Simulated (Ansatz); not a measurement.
ZnS (Wurtzite-4H): equation of state with r2SCAN

Crystal: ZnS (Wurtzite-4H).

```
Zn S
1.0
     3.82270    0.00000    0.00000
    -1.91135    3.31056    0.00000
     0.00000    0.00000   12.52000
Zn S
4 4
Direct
  0.66667 0.33333 0.75000
  0.33333 0.66667 0.25000
  0.00000 0.00000 0.50000
  0.00000 0.00000 0.00000
  0.66667 0.33333 0.93750
  0.33333 0.66667 0.43750
  0.00000 0.00000 0.68750
  0.00000 0.00000 0.18750
```

```yaml
Program: Ansatz 0.2.0
Task: equation of state
Functional: r2SCAN
Potentials_or_basis: Ansatz PAW
Cutoff: 500 eV
Density_cutoff: 2000 eV
k_mesh: 8 × 8 × 3
Occupations: fermi-dirac, width 0.05 eV
Spin: no spin polarisation
```

| Quantity | Value |
| --- | --- |
| Equilibrium volume | 19.57 Å³/atom |
| Bulk modulus at fixed shape and positions | 78 GPa |
| Pressure derivative of the bulk modulus | 4.3 |

Energy against volume, from the lowest point:
| volume (Å³/atom) | energy (meV/atom) |
| --- | --- |
| 18.617 | 12.18 |
| 19.013 | 3.80 |
| 19.409 | 0.00 |
| 19.805 | 0.31 |
| 20.202 | 4.31 |
| 20.598 | 11.61 |
| 20.994 | 21.89 |

All runs of the series together: 95 s on 2 threads of Intel(R) Xeon(R) Platinum 8488C (Sapphire Rapids), on a shared host.

Caveat: the cell was scaled at fixed shape and fractional positions, which overstates the stiffness of a crystal with free parameters, most of all of layers and chains; the PAW data sets were made with another functional, which shifts forces and pressure a little.
